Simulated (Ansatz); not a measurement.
Relativity along a family in space group F-43m

All-electron LAPW with PBE in Ansatz 0.2.0. Each compound is solved scalar-relativistically and non-relativistic at one fixed cell (conventional cell and sites; prototypes and MP cells are computed structures that needn't be known phases). Gaps are the smallest over the k mesh and a high-symmetry path, and those under 0.4 eV may close elsewhere:

GaAs: a = 5.65 Å, b = 5.65 Å, c = 5.65 Å; Ga 4a (0.000 0.000 0.000), As 4c (0.250 0.250 0.250); 10×10×10 mesh, smearing 0.08 eV, COD 9008845, reported
BAs: a = 4.78 Å, b = 4.78 Å, c = 4.78 Å; B 4a (0.000 0.000 0.000), As 4c (0.250 0.250 0.250); 13×13×13 mesh, smearing 0.05 eV, COD 9008833, reported
InAs: a = 6.05 Å, b = 6.05 Å, c = 6.05 Å; In 4a (0.000 0.000 0.000), As 4c (0.250 0.250 0.250); 10×10×10 mesh, smearing 0.08 eV, COD 1537448, reported, may be off

```csv
compound,largest Z,P scalar (GPa),P non-relativistic less P scalar (GPa),gap scalar (eV),gap non-relativistic (eV)
GaAs,33,3.3,?,0.52,1.18
BAs,33,2.7,+0.45,1.19,1.21
InAs,49,3.9,?,none,?
```

Question: Fill in "P non-relativistic less P scalar (GPa)" for the row "GaAs".

Answer: +0.68.

Question: What belongs in the row "InAs", column "gap non-relativistic (eV)"?

Answer: 0.66.

Question: Fill in "P non-relativistic less P scalar (GPa)" for the row "InAs".

Answer: +1.20.
